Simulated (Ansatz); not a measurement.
LiBr (started from an entry of an open crystallographic database), relaxed with r2SCAN, was run in the plane-wave code Ansatz under altered settings. All numbers are computed, without spin polarisation but where a row says otherwise.

```
CELL_PARAMETERS angstrom
0.00000 2.73955 2.73955
2.73955 0.00000 2.73955
2.73955 2.73955 0.00000
ATOMIC_POSITIONS crystal
Li 0.00000 0.00000 0.00000
Br 0.50000 0.50000 0.50000
```

The base run's other keys:
```yaml
kpoints:
  mp_grid: { grid: [4, 4, 4] }
hamiltonian:
  xc: hse06
scf:
  occupations: { method: fixed }
  n_extra_bands: 4
```

It takes 11 iterations with 821 plane waves at 420 eV and 8 k points, and leaves a mean stress of +0.06 GPa. The gap over this mesh is 6.218 eV. It ran on 4 threads of Arm Neoverse N1, with other jobs on the host.

Outcomes, with energy and stress as changes against the base:

| setting | outcome | ΔF (meV/atom) | Δ mean stress (GPa) | gap on the mesh (eV) | iterations | wall time |
| --- | --- | --- | --- | --- | --- | --- |
| PBE hybrid, exx coeff 0.3, omega 0.5 1/Å | converged | – | +0.1 | 5.781 | 9 | 4.6 s |
| PBE hybrid, exx coeff 0.2, omega 0.1 1/Å | converged | – | +0.1 | 6.237 | 10 | 4.4 s |
| PBE hybrid, exx coeff 0.75, omega 0.3 1/Å | converged | – | -0.9 | 8.116 | 16 | 5.5 s |
| hamiltonian.xc: wpbeh | converged | – | 0.0 | 6.116 | 10 | 4.5 s |
| scf.occupations: fermi_dirac 0.5 | converged | -0.4 | 0.0 | 6.217 | 11 | 4.6 s |

A dash marks a value that wasn't obtained or can't be compared. Stress is positive in compression. The base took 4.5 s.

- PBE hybrid, exx coeff 0.3, omega 0.5 1/Å. That is 30 % exact exchange, screened with ω = 0.5 1/Å, against HSE06's 25 % screened at 0.208 1/Å. The mean stress moves by +0.1 GPa and the gap on the mesh by -0.437 eV (to 5.781). Totals of different functionals aren't comparable.
- PBE hybrid, exx coeff 0.2, omega 0.1 1/Å. That is 20 % exact exchange, screened with ω = 0.1 1/Å, against HSE06's 25 % screened at 0.208 1/Å. The mean stress moves by +0.1 GPa and the gap on the mesh by +0.020 eV (to 6.237). Totals of different functionals aren't comparable. The program warns that on this mesh the truncation of the exchange isn't bounded, so part of the change can be an error of the mesh.
- PBE hybrid, exx coeff 0.75, omega 0.3 1/Å. That is 75 % exact exchange, screened with ω = 0.3 1/Å, against HSE06's 25 % screened at 0.208 1/Å. The mean stress moves by -0.9 GPa and the gap on the mesh by +1.898 eV (to 8.116). Totals of different functionals aren't comparable.
- hamiltonian.xc: wpbeh. The mean stress moves by 0.0 GPa and the gap on the mesh by -0.102 eV (to 6.116). It's another functional on the same cell, so totals aren't comparable.

Within 1 meV an atom, 0.1 GPa and 0.005 eV of the base stay: scf.occupations: fermi_dirac 0.5.

The runs are scalar-relativistic, without spin-orbit coupling.

The stress of a hybrid is loosely converged in these runs.

The meshes of the hybrids are coarse, so their gaps aren't converged to the digits shown.
